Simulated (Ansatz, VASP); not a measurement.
# One calculation of Rh, two programs

The input INCAR:

```
SYSTEM = Rh
PREC = Accurate ; ENCUT = 520
EDIFF = 1E-6 ; ISMEAR = -1
SIGMA = 0.05 ; LREAL = .False.
LASPH = .True. ; NELM = 100
ALGO = Normal ; ISIF = 2
LWAVE = .False. ; LCHARG = .False.
GGA = PE ; NBANDS = 30
```

Contents of KPOINTS:

```
Automatic mesh
0
Gamma
  13 13 1
  0 0 0
```

File POSCAR:

```
Rh
1.0
    2.7085099833      0.0000000000      0.0000000000
    0.0000000000      2.7085099833      0.0000000000
    0.0000000000      0.0000000000     19.8304000000
Rh
3
Direct
    0.0000000000      0.0000000000      0.4072414054
    0.5000000000      0.5000000000      0.4999999980
    0.0000000000      0.0000000000      0.5927585965
```

Input for Ansatz:

```yaml
crystal:
  lattice:
    - [2.7085099833, 0.0, 0.0]
    - [0.0, 2.7085099833, 0.0]
    - [0.0, 0.0, 19.8304]
  atoms:
    - { symbol: Rh, position: [0.0, 0.0, 0.4072414054] }
    - { symbol: Rh, position: [0.5, 0.5, 0.499999998] }
    - { symbol: Rh, position: [0.0, 0.0, 0.5927585965] }
kpoints:
  mp_grid: { grid: [13, 13, 1] }
scf:
  occupations: { method: fermi_dirac, width: 0.05 }
hamiltonian:
  xc: pbe
  pseudopotentials: { kind: paw }
output:
  forces: true
  stress: true
  eigenvalues: true
  core_levels:
    shells: { Rh: ["3d"] }
    counted_from: fermi_level
    add_spin: false
  write_density: true
  write_potential: true
  elf: true
  volumetric_format: npy
```

Alike in both runs: task single point; functional PBE; k mesh 13 × 13 × 1; occupations fermi-dirac, width 0.05 eV; no spin polarisation.

```csv
,VASP,Ansatz
version,VASP 6.6.1,Ansatz 0.2.0
potentials or method,"VASP PAW PBE potentials, release 64 (Rh_pv)","PAW with Ansatz's default frozen-core files, scalar-relativistic"
plane-wave cutoff (eV),520,420
valence electrons in the cell,45,51
```

|  | VASP | Ansatz | Ansatz less VASP |
| --- | --- | --- | --- |
| rms of the force components (eV/Å) | 0.002 | 0.003 | +0.0010 |

Atom by atom the forces differ by 0.001 eV/Å (rms over components). The two sets of potentials don't hold the same shells in valence. Ansatz warned: «xc_potential_rough_in_thin_density».
